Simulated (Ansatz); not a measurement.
**Bi2Te3: changing the functional**

The cell as given:

```cif
data_structure
_symmetry_space_group_name_H-M 'R-3m:H'
_symmetry_Int_Tables_number 166
_cell_length_a 4.3860
_cell_length_b 4.3860
_cell_length_c 30.4970
_cell_angle_alpha 90.000
_cell_angle_beta 90.000
_cell_angle_gamma 120.000
_cell_volume 508.07
loop_
_atom_site_label
_atom_site_type_symbol
_atom_site_symmetry_multiplicity
_atom_site_Wyckoff_symbol
_atom_site_fract_x
_atom_site_fract_y
_atom_site_fract_z
_atom_site_occupancy
Bi1 Bi 6 c 0.66667 0.33333 0.93333 1
Te1 Te 6 c 0.00000 0.00000 0.79050 1
Te2 Te 3 a 0.00000 0.00000 0.00000 1
```

Kept alike: task relaxation of cell and atoms; k mesh 7 × 7 × 7; occupations fermi-dirac, width 0.05 eV; no spin polarisation. Program: Ansatz, Ansatz PAW. Cutoffs run from 420 to 500 eV. The mesh is that of the run's cell of 5 atoms. No spin-orbit coupling.

| run | volume (Å³/atom) |
| --- | --- |
| A | 36.500 |
| B | 36.344 |
| C | 33.582 |
| D | 32.692 |

The relaxations keep at least the cell's symmetry (R-3m). Relaxations stop with a little pressure left, so the last digits of a volume or edge aren't settled. All rows use potentials made for PBE.

The runs differ in the functional (and the cutoff that goes with it) alone: LDA; PBE; PBEsol; r2SCAN. Which run is which?

Run A is PBE; run B is r2SCAN; run C is PBEsol; run D is LDA. The volume runs from 32.692 (LDA) to 36.500 Å³/atom (PBE). From PBE: LDA -3.808; PBEsol -2.918; r2SCAN -0.156.
